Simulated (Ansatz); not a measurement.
# Anharmonic phonons and stability of InP (F-43m), part 2 of 3

Wanted: self-consistent phonon frequencies, thermal pressure and a stability verdict for InP.

Ansatz 0.2.0; DFT PBE, scalar-relativistic, plane waves, PAW.

So far. Step 2 (Probe on a coarse mesh): The start is under 3.3 GPa at this level and looks like an insulator or semiconductor on this mesh. The relaxed cell has a = 5.960 Å (conventional setting).

The database entry behind the starting cell differs from later determinations by our own check (0.1 to 0.3 % short, probably kX units), so it need not match the best structure at ambient conditions.

**5. Tight relaxation**

The thresholds are tightened for a last relaxation ahead of the phonons, and where mesh or smearing change with them the cell follows.

Contents of input.yaml:

```yaml
crystal:
  lattice:
    - [0.0, 2.9800342069, 2.9800342069]
    - [2.9800342069, 0.0, 2.9800342069]
    - [2.9800342069, 2.9800342069, 0.0]
  atoms:
    - { symbol: In, position: [0.0, 0.0, 0.0] }
    - { symbol: P, position: [0.25, 0.25, 0.25] }
kpoints:
  mp_grid: { grid: [10, 10, 10] }
hamiltonian:
  xc: pbe
scf:
  occupations: { method: fixed }
output:
  forces: true
  stress: true
  eigenvalues: true
relax:
  adjacent_minimum: "off"
  f_tol: 0.001
  max_steps: 60
  cell: { stress_tol: 0.01 }
```

The run is started by

```console
$ ansatz run input.yaml --threads 8 --pin off --max-ram 16384MiB --backend cpu --events-out ev --progress --plain --runs-dir out
```

Numbers of over 12 decimals in the logs are rounded to 6 here.

Log:

```text
[...]
Crystal: 2 atoms, lattice volume = 52.929 Å³
Basis set: ecut = 420 eV, 1037 PW (Γ), exchange–correlation on 60×60×60 points (8 copies of the dense FFT grid, shifted against one another)
Bands: 13, of which v1, the nominal top of the filled ones, is band 9 counted from 1 (8 counted from 0)
Symmetry: 24 space group operations
[...]
k-points: 47 of 1000 (time reversal used)
[...]
k-point 46: bands = [... 5 lower, -2.5890, 0.9651, 3.6825, 3.7301, 10.1687, 10.2656, 12.3940, 12.9109]
--- Relaxed structure (2 steps of the walk, 2 accepted, 1 SCFs on fresh bases) ---
[...]
cell:  # Å, volume = 52.9083 Å³
    - [0, 2.979646, 2.979646]
    - [2.979646, 0, 2.979646]
    - [2.979646, 2.979646, 0]
  atoms:
    - { symbol: In, position: [0, 0, 0] }
    - { symbol: P, position: [0.25, 0.25, 0.25] }
[key lines of the parts left out:]
SCF converged after 8 iterations
Free energy (F): -6354.008347 eV
Fermi energy:    6.378655 eV
P = ⅓ Tr σ = 0.0036 GPa (0.036 kbar)
```

Wall time 1.9 s (8 threads of Arm Neoverse V1, shared host); peak memory 0.42 GiB.

Little changed from the start: no atom moved by 0.005 Å and no cell edge by 0.1 %.

This step gave:

```
pressure          : 0.003584 GPa
gap on the k-mesh : 0.4430 eV
volume per atom   : 26.45 Å³
```

The residual pressure is 0.0036 GPa, small enough for phonons.

**6. Sampling the crystal at temperature**

Harmonic theory ignores how far atoms move; here frames sampled at temperature supply the forces, and the run stops at an error target or a frame limit.

Contents of input.yaml:

```yaml
crystal:
  lattice:
    - [0.0, 2.9796455317, 2.9796455317]
    - [2.9796455317, 0.0, 2.9796455317]
    - [2.9796455317, 2.9796455317, 0.0]
  atoms:
    - { symbol: In, position: [0.0, 0.0, 0.0] }
    - { symbol: P, position: [0.25, 0.25, 0.25] }
kpoints:
  mp_grid: { grid: [6, 6, 6] }
hamiltonian:
  xc: pbe
scf:
  occupations: { method: fixed }
output:
  stress: true
  eigenvalues: true
phonons:
  method: fd
  dielectric: false
  supercell: [2, 2, 2]
  temperatures: { t_max: 1000, t_step: 50 }
  qpath:
    path:
      - [[0.0, 0.0, 0.0], [-0.5, -0.5, 0.0], [-0.375, -0.375, 0.25]]
      - [[-0.375, 0.0, 0.375], [0.0, 0.0, 0.0], [0.0, 0.0, 0.5], [-0.5, -0.25, 0.25], [-0.5, -0.5, 0.0]]
    npoints: 10
  self_consistent:
    temperatures: [50.0, 200.0, 400.0, 800.0]
    max_frames: 96
    max_frequency_error: 3.0
```

Log:

```text
[...]
Crystal: 16 atoms, lattice volume = 423.266 Å³
Basis set: ecut = 420 eV, 8363 PW (Γ), exchange–correlation on 120×120×120 points (8 copies of the dense FFT grid, shifted against one another)
Bands: 88, of which v1, the nominal top of the filled ones, is band 72 counted from 1 (71 counted from 0)
Symmetry: 192 space group operations
k-points: 4 of 27 (time reversal used)
[...]
SCF iter   1: F=—  HF=-50831.966451 eV  |F-HF|=—  |Δ(HF+E_count)|=         —  Δρ=1.11e-7  dr2=4.62e-11  ethr=1.00e-12  ⟨swp⟩=3.0  Hψ=896  notcnv=0
[...]
SCF iter   2: F=-50831.966451 eV  HF=-50831.966451 eV  |F-HF|=1.46e-11  |Δ(HF+E_count)|=  1.46e-11  Δρ=4.46e-8  dr2=8.37e-12  ethr=1.00e-12  ⟨swp⟩=4.5  Hψ=1036  notcnv=0
SCF 1 converged in 2 iterations: F = -50831.966451 eV  dr2 = 8.37e-12
[...]
Symmetry: 4 space group operations
k-points: 8 of 27 (time reversal used)
[...]
SCF iter   8: F=-50831.966426 eV  HF=-50831.966426 eV  |F-HF|=1.46e-11  |Δ(HF+E_count)|=  7.28e-12  Δρ=1.11e-8  dr2=8.50e-13  ethr=1.00e-12  ⟨swp⟩=6.8  Hψ=2832  notcnv=0
SCF 2 converged in 8 iterations: F = -50831.966426 eV  dr2 = 8.50e-13
[...]
SCF iter   7: F=-50831.966423 eV  HF=-50831.966423 eV  |F-HF|=2.18e-11  |Δ(HF+E_count)|=  2.18e-11  Δρ=1.85e-8  dr2=1.77e-12  ethr=1.00e-12  ⟨swp⟩=7.1  Hψ=3037  notcnv=0
SCF 3 converged in 7 iterations: F = -50831.966423 eV  dr2 = 1.77e-12
── the supercell at rest and the probe, ahead of the frames of phonons at temperature ──
Symmetry: 1 space group operations
k-points: 14 of 27 (time reversal used)
[...]
SCF iter   1: F=—  HF=-50831.968914 eV  |F-HF|=—  |Δ(HF+E_count)|=         —  Δρ=1.62e-3  dr2=2.50e-2  ethr=1.77e-3  ⟨swp⟩=5.6  Hψ=3891  notcnv=0  defer=181
[...]
SCF iter   8: F=-50831.966451 eV  HF=-50831.966451 eV  |F-HF|=6.84e-10  |Δ(HF+E_count)|=   7.46e-9  Δρ=3.83e-7  dr2=1.39e-9  ethr=1.11e-12  ⟨swp⟩=5.6  Hψ=4056  notcnv=0
SCF 1 converged in 8 iterations: F = -50831.966451 eV  dr2 = 1.39e-9
[...]
SCF iter   1: F=—  HF=-50831.967229 eV  |F-HF|=—  |Δ(HF+E_count)|=         —  Δρ=1.62e-3  dr2=2.50e-2  ethr=1.77e-3  ⟨swp⟩=5.6  Hψ=3893  notcnv=0  defer=181
[...]
SCF iter   8: F=-50831.964818 eV  HF=-50831.964818 eV  |F-HF|=1.48e-9  |Δ(HF+E_count)|=   6.90e-9  Δρ=3.87e-7  dr2=1.29e-9  ethr=1.11e-12  ⟨swp⟩=5.8  Hψ=4076  notcnv=0
SCF 2 converged in 8 iterations: F = -50831.964818 eV  dr2 = 1.29e-9
[...]
── population 1 of phonons at temperature: 8 frames at 800 K, the first ──
── frame 1/8 of population 1 ──
SCF iter   1: F=—  HF=-50829.901117 eV  |F-HF|=—  |Δ(HF+E_count)|=         —  Δρ=1.38e-3  dr2=1.73e-2  ethr=1.77e-3  ⟨swp⟩=5.8  Hψ=3988  notcnv=0  defer=187
[...]
SCF iter   9: F=-50829.900996 eV  HF=-50829.900996 eV  |F-HF|=2.33e-10  |Δ(HF+E_count)|=   2.08e-9  Δρ=2.44e-7  dr2=4.27e-10  ethr=1.11e-12  ⟨swp⟩=5.1  Hψ=4056  notcnv=0
SCF 1 converged in 9 iterations: F = -50829.900996 eV  dr2 = 4.27e-10
[...]
── frame 2/8 of population 1 ──
[...]
SCF 1 converged in 9 iterations: F = -50830.132625 eV  dr2 = 4.86e-10
[...]
── frame 3/8 of population 1 ──
[...]
SCF 1 converged in 9 iterations: F = -50830.594455 eV  dr2 = 4.05e-10
[...]
── frame 4/8 of population 1 ──
[...]
SCF 1 converged in 9 iterations: F = -50830.309339 eV  dr2 = 3.95e-10
── frame 5/8 of population 1 ──
[...]
SCF 1 converged in 9 iterations: F = -50830.201007 eV  dr2 = 4.03e-10
── frame 6/8 of population 1 ──
[...]
SCF 1 converged in 9 iterations: F = -50830.080326 eV  dr2 = 3.33e-10
── frame 7/8 of population 1 ──
[...]
SCF 1 converged in 9 iterations: F = -50831.045191 eV  dr2 = 3.02e-10
[...]
── frame 8/8 of population 1 ──
[...]
SCF 1 converged in 9 iterations: F = -50831.089261 eV  dr2 = 3.10e-10
[...]
── the sums over 8 frames in 1 population(s) of phonons at temperature ──
── population 2 of phonons at temperature: 8 frames at 800 K, to confirm what the first tell ──
── frame 1/8 of population 2 ──
[...]
SCF 1 converged in 9 iterations: F = -50830.558063 eV  dr2 = 2.55e-10
── frame 2/8 of population 2 ──
[...]
SCF 1 converged in 9 iterations: F = -50830.572421 eV  dr2 = 3.88e-10
[...]
── frame 3/8 of population 2 ──
[...]
SCF 1 converged in 9 iterations: F = -50830.468432 eV  dr2 = 4.37e-10
── frame 4/8 of population 2 ──
[...]
SCF 1 converged in 9 iterations: F = -50830.292941 eV  dr2 = 3.48e-10
── frame 5/8 of population 2 ──
[...]
SCF 1 converged in 9 iterations: F = -50830.046587 eV  dr2 = 4.59e-10
[...]
── frame 6/8 of population 2 ──
[...]
SCF 1 converged in 9 iterations: F = -50830.069927 eV  dr2 = 4.97e-10
── frame 7/8 of population 2 ──
[...]
SCF 1 converged in 9 iterations: F = -50830.682996 eV  dr2 = 3.67e-10
── frame 8/8 of population 2 ──
[...]
SCF 1 converged in 9 iterations: F = -50830.676999 eV  dr2 = 4.75e-10
[...]
── the sums over 16 frames in 2 population(s) of phonons at temperature ──
── population 3 of phonons at temperature: 8 frames at 400 K, for 400 K, where the frames come to no Gaussian ──
── frame 1/8 of population 3 ──
[...]
SCF iter   9: F=-50828.822894 eV  HF=-50828.822894 eV  |F-HF|=3.20e-10  |Δ(HF+E_count)|=   2.65e-9  Δρ=2.57e-7  dr2=4.01e-10  ethr=1.11e-12  ⟨swp⟩=5.6  Hψ=4070  notcnv=0
SCF 1 converged in 9 iterations: F = -50828.822894 eV  dr2 = 4.01e-10
[...]
── frame 5/8 of population 6 ──
SCF iter   1: F=—  HF=-50829.188965 eV  |F-HF|=—  |Δ(HF+E_count)|=         —  Δρ=1.79e-3  dr2=2.44e-2  ethr=1.77e-3  ⟨swp⟩=5.7  Hψ=3957  notcnv=0  defer=191
[...]
SCF iter   9: F=-50829.188389 eV  HF=-50829.188389 eV  |F-HF|=3.78e-10  |Δ(HF+E_count)|=   1.29e-8  Δρ=4.04e-7  dr2=1.18e-9  ethr=1.11e-12  ⟨swp⟩=3.8  Hψ=4256  notcnv=0
SCF 1 converged in 9 iterations: F = -50829.188389 eV  dr2 = 1.18e-9
[...]
── frame 6/8 of population 6 ──
SCF iter   1: F=—  HF=-50829.085809 eV  |F-HF|=—  |Δ(HF+E_count)|=         —  Δρ=1.69e-3  dr2=2.44e-2  ethr=1.77e-3  ⟨swp⟩=5.6  Hψ=4303  notcnv=0  defer=194
[...]
SCF iter   9: F=-50829.079487 eV  HF=-50829.079487 eV  |F-HF|=7.64e-10  |Δ(HF+E_count)|=   8.80e-9  Δρ=4.18e-7  dr2=1.28e-9  ethr=1.11e-12  ⟨swp⟩=3.8  Hψ=4989  notcnv=0
SCF 1 converged in 9 iterations: F = -50829.079487 eV  dr2 = 1.28e-9
── frame 7/8 of population 6 ──
SCF iter   1: F=—  HF=-50829.100833 eV  |F-HF|=—  |Δ(HF+E_count)|=         —  Δρ=1.45e-3  dr2=1.56e-2  ethr=1.77e-3  ⟨swp⟩=5.7  Hψ=3983  notcnv=0  defer=193
[...]
SCF iter   9: F=-50829.101414 eV  HF=-50829.101414 eV  |F-HF|=6.62e-10  |Δ(HF+E_count)|=   6.82e-9  Δρ=3.76e-7  dr2=9.88e-10  ethr=1.11e-12  ⟨swp⟩=3.8  Hψ=4490  notcnv=0
SCF 1 converged in 9 iterations: F = -50829.101414 eV  dr2 = 9.88e-10
── frame 8/8 of population 6 ──
SCF iter   1: F=—  HF=-50829.207970 eV  |F-HF|=—  |Δ(HF+E_count)|=         —  Δρ=1.41e-3  dr2=1.55e-2  ethr=1.77e-3  ⟨swp⟩=6.0  Hψ=4000  notcnv=0  defer=190
[...]
SCF iter   9: F=-50829.208448 eV  HF=-50829.208448 eV  |F-HF|=4.22e-10  |Δ(HF+E_count)|=   4.08e-9  Δρ=2.93e-7  dr2=5.71e-10  ethr=1.11e-12  ⟨swp⟩=5.5  Hψ=4085  notcnv=0
SCF 1 converged in 9 iterations: F = -50829.208448 eV  dr2 = 5.71e-10
[...]
SCF converged after 9 iterations
Free energy (F): -50829.208448 eV
[...]
Internal energy: -50829.208448 eV  (E = F + TS)
E sigma→0 (E₀):  -50829.208448 eV
Fermi energy:    6.538903 eV
[...]
--- Forces (eV/Å), atoms counted from 1 ---
  atom   1  In    -1.05654823    -0.57784916    -0.12623431
  atom   2  P     -1.00251343     0.77387364    -0.12162213
  atom   3  In    -0.44507937     1.58454468     0.81728087
  atom   4  P     -0.19041481    -0.02436897    -0.04570476
  atom   5  In     0.65885411    -0.47976495     1.26115872
  atom   6  P      1.00136984     0.31402834     0.38648074
  atom   7  In    -1.11352652     0.26024580     0.24660996
  atom   8  P      1.04675042    -0.35064991    -0.10034442
  atom   9  In    -1.24784881    -0.06603656    -0.32342362
  atom  10  P      1.09012365    -0.34490655    -0.31509498
  atom  11  In    -0.55613513    -0.80064718    -0.38251691
  atom  12  P      1.99042351    -0.73675078    -0.25787351
  atom  13  In    -1.23511812    -0.72388648    -0.91803833
  atom  14  P      0.70673424     0.40344604     0.10864258
  atom  15  In    -0.63383412     0.33160275    -0.20443295
  atom  16  P      0.98675848     0.43711890    -0.02488939
  max |Σ_I F_I| component: 4.28e-6 eV/Å
--- Stress (GPa, compression-positive) ---
       -1.578970      -0.396600       0.034470
       -0.396600       0.107915       1.603635
        0.034470       1.603635      -0.760732
  P = ⅓ Tr σ = -0.7439 GPa (-7.439 kbar)
[...]
ASR residual: 7.865e-5 → 0.000e0 eV/Å²; symmetrization residual: 1.898e-5 eV/Å²
  largest component of a force at the reference: 2.1e-16 eV/Å
  ASR residual per site (eV/Å²): 1.99e-5 7.86e-5
  Γ frequencies (cm⁻¹): 0.00 0.00 0.00 284.38 284.38 284.38
  density of states and harmonic sums: on the 2×2×2 q-mesh (no non-analytic term)
[...]
--- Phonons at temperature: the self-consistent harmonic approximation ---
  40 frames of 16 atoms (2×2×2 cells), in populations of 8, 8 at 800 K and 8 at 400 K and 8 at 200 K and 8 at 50 K: nothing lacks frames
  at 50 K
[...]
the ions' mean positions are those at rest
[...]
pressure 0.2105 ± 0.0054 GPa; at rest -0.0135, so that the ions' motion makes +0.2240
[...]
beyond the Gaussian, in the hollow that it stands in and those that the ions reach from there, by exact statistics on the surface that is fitted to the frames (rings of 18 beads):
      free energy -0.000072 ± 0.000014 eV a cell
      leaving out a pair of frames, or group of many, changes the fitted energy by up to 0.00 k_B T, T the rings' temperature (one standard deviation); of these ± those of the frequencies lack the bias that few frames leave, and those of the mean squares the mean places' part of it
      pressure -0.0009 ± 0.0006 GPa; with it, by the rings' own mean, 0.2096 ± 0.0041, so that the ions' motion makes +0.2230: by the supercell's own 45 modes alone, as the Gaussian's
      mean square displacement, over the three axes, of site 1 from 0, P, the most changed: 0.00872 ± 0.00002 Å², of which +0.00006 beyond the Gaussian's
      softest frequency by how far the rings' centres move (above zero always: no sign of whether the crystal stands): 52.71 ± 0.05 cm⁻¹ at q 0.5000 0.5000 0.5000
[...]
q 0.0000 0.0000 0.0000
[...]
q 0.0000 0.0000 0.5000, and 3 like it
[...]
q 0.0000 0.5000 0.5000, and 2 like it
[...]
at 200 K
[...]
the ions' mean positions are those at rest
[...]
pressure 0.2182 ± 0.0108 GPa; at rest -0.0135, so that the ions' motion makes +0.2316
[...]
free energy -0.000343 ± 0.000044 eV a cell
[...]
q 0.0000 0.0000 0.0000
[...]
q 0.0000 0.0000 0.5000, and 3 like it
[...]
q 0.0000 0.5000 0.5000, and 2 like it
[...]
at 400 K
[...]
the ions' mean positions are those at rest
[...]
pressure 0.3243 ± 0.0172 GPa; at rest -0.0135, so that the ions' motion makes +0.3378
[...]
free energy -0.001467 ± 0.000064 eV a cell
[...]
q 0.0000 0.0000 0.0000
[...]
q 0.0000 0.0000 0.5000, and 3 like it
[...]
q 0.0000 0.5000 0.5000, and 2 like it
[...]
at 800 K
[...]
the ions' mean positions are those at rest
[...]
pressure 0.6096 ± 0.0288 GPa; at rest -0.0135, so that the ions' motion makes +0.6231
[...]
8 configuration(s) of the rings are solved and fitted beside the frames
      free energy -0.006267 ± 0.000384 eV a cell
[...]
q 0.0000 0.0000 0.0000
[...]
q 0.0000 0.0000 0.5000, and 3 like it
            53.45       51.64 ±  0.18       49.92 ±  0.21
            53.45       51.64 ±  0.18       49.92 ±  0.21
           158.14      154.91 ±  0.40      150.04 ±  0.56
           289.95      285.38 ±  0.37      270.62 ±  0.69
           289.95      285.38 ±  0.37      270.62 ±  0.69
           312.20      307.47 ±  0.92      299.35 ±  1.24
      q 0.0000 0.5000 0.5000, and 2 like it
            66.35       65.04 ±  0.51       61.72 ±  0.62
            66.35       65.04 ±  0.51       61.72 ±  0.62
           170.47      166.96 ±  0.74      162.23 ±  0.89
           298.91      294.24 ±  0.49      282.46 ±  0.73
           298.91      294.24 ±  0.49      282.46 ±  0.73
           305.97      300.80 ±  0.91      292.79 ±  1.12
```

The job ended after 7.7 min (8 threads; peak memory 1.7 GiB; 59 min of CPU time).

Numbers from this step:

* point group: -43m
* frames solved: 48
* pressure of the lattice at rest: -0.01347 GPa

50 K; each column in its own order of rank; one wavevector of each set of like ones; translations left out; no LO-TO term. Modes at 50K, by row:

| q1 | q2 | q3 | rank | harmonic (cm⁻¹) | gaussian (cm⁻¹) | gaussian error (cm⁻¹) | hessian (cm⁻¹) | hessian error (cm⁻¹) | path integral (cm⁻¹) | path integral error (cm⁻¹) |
| --- | --- | --- | --- | --- | --- | --- | --- | --- | --- | --- |
| 0 | 0 | 0 | 1 | 284.4 | 284.5 | 0.1 | 282.5 | 0.1 | 282.5 | 0.3 |
| 0 | 0 | 0 | 2 | 284.4 | 284.5 | 0.1 | 282.5 | 0.1 | 282.5 | 0.3 |
| 0 | 0 | 0 | 3 | 284.4 | 284.5 | 0.1 | 282.5 | 0.1 | 282.5 | 0.3 |
| 0 | 0 | 0.5 | 1 | 53.5 | 52.9 | 0 | 52.7 | 0.1 | 52.7 | 0 |
| 0 | 0 | 0.5 | 2 | 53.5 | 52.9 | 0 | 52.7 | 0.1 | 52.7 | 0 |
| 0 | 0 | 0.5 | 3 | 158.1 | 158.1 | 0.1 | 157.6 | 0.1 | 157.5 | 0.1 |
| 0 | 0 | 0.5 | 4 | 289.9 | 290.2 | 0.1 | 288.5 | 0.3 | 288.3 | 0.2 |
| 0 | 0 | 0.5 | 5 | 289.9 | 290.2 | 0.1 | 288.5 | 0.3 | 288.3 | 0.2 |
| 0 | 0 | 0.5 | 6 | 312.2 | 312.4 | 0.1 | 311.3 | 0.1 | 311.5 | 0.4 |
| 0 | 0.5 | 0.5 | 1 | 66.4 | 65.6 | 0 | 65.4 | 0 | 65.4 | 0.1 |
| 0 | 0.5 | 0.5 | 2 | 66.4 | 65.6 | 0 | 65.4 | 0 | 65.4 | 0.1 |
| 0 | 0.5 | 0.5 | 3 | 170.5 | 170.4 | 0.1 | 169.9 | 0.6 | 169.9 | 0.1 |
| 0 | 0.5 | 0.5 | 4 | 298.9 | 299.3 | 0.1 | 297.9 | 0.2 | 297.8 | 0.2 |
| 0 | 0.5 | 0.5 | 5 | 298.9 | 299.3 | 0.1 | 297.9 | 0.2 | 297.8 | 0.2 |
| 0 | 0.5 | 0.5 | 6 | 306 | 305.9 | 0.2 | 304.9 | 0.2 | 304.6 | 0.2 |

200 K; each column in its own order of rank; one wavevector of each set of like ones; translations left out; no LO-TO term. Modes at 200K, by row:

| q1 | q2 | q3 | rank | harmonic (cm⁻¹) | gaussian (cm⁻¹) | gaussian error (cm⁻¹) | hessian (cm⁻¹) | hessian error (cm⁻¹) | path integral (cm⁻¹) | path integral error (cm⁻¹) |
| --- | --- | --- | --- | --- | --- | --- | --- | --- | --- | --- |
| 0 | 0 | 0 | 1 | 284.4 | 283.6 | 0.1 | 278.5 | 0.2 | 278.1 | 0.4 |
| 0 | 0 | 0 | 2 | 284.4 | 283.6 | 0.1 | 278.5 | 0.2 | 278.1 | 0.4 |
| 0 | 0 | 0 | 3 | 284.4 | 283.6 | 0.1 | 278.5 | 0.2 | 278.1 | 0.4 |
| 0 | 0 | 0.5 | 1 | 53.5 | 52.9 | 0 | 52.5 | 0 | 52.5 | 0 |
| 0 | 0 | 0.5 | 2 | 53.5 | 52.9 | 0 | 52.5 | 0 | 52.5 | 0 |
| 0 | 0 | 0.5 | 3 | 158.1 | 157.6 | 0.1 | 156.3 | 0.1 | 156.3 | 0.3 |
| 0 | 0 | 0.5 | 4 | 289.9 | 289.1 | 0.1 | 285.1 | 0.1 | 285.1 | 0.5 |
| 0 | 0 | 0.5 | 5 | 289.9 | 289.1 | 0.1 | 285.1 | 0.1 | 285.1 | 0.5 |
| 0 | 0 | 0.5 | 6 | 312.2 | 311.2 | 0.1 | 309.1 | 0.1 | 309.1 | 0.4 |
| 0 | 0.5 | 0.5 | 1 | 66.4 | 65.8 | 0.1 | 65 | 0.1 | 65 | 0.1 |
| 0 | 0.5 | 0.5 | 2 | 66.4 | 65.8 | 0.1 | 65 | 0.1 | 65 | 0.1 |
| 0 | 0.5 | 0.5 | 3 | 170.5 | 169.8 | 0.1 | 168.5 | 0.1 | 168.2 | 0.2 |
| 0 | 0.5 | 0.5 | 4 | 298.9 | 298.1 | 0.2 | 294.9 | 0.2 | 295.2 | 0.3 |
| 0 | 0.5 | 0.5 | 5 | 298.9 | 298.1 | 0.2 | 294.9 | 0.2 | 295.2 | 0.3 |
| 0 | 0.5 | 0.5 | 6 | 306 | 304.8 | 0.2 | 302.7 | 0.3 | 303.1 | 0.5 |

(Part 2 of 3 ends here.)

[Logs are printed without paths, hosts, clocks, repeated set-up lines and the standing remarks that a program may print on its own settings, such as how far it seeks lower states.]

[Hosts, paths, dates, database ids (printed as entryN), source tags and the programs' standing remarks are cut or masked in the printed files.]

[A step with changed settings may run another functional than the one named; its input shows which.]
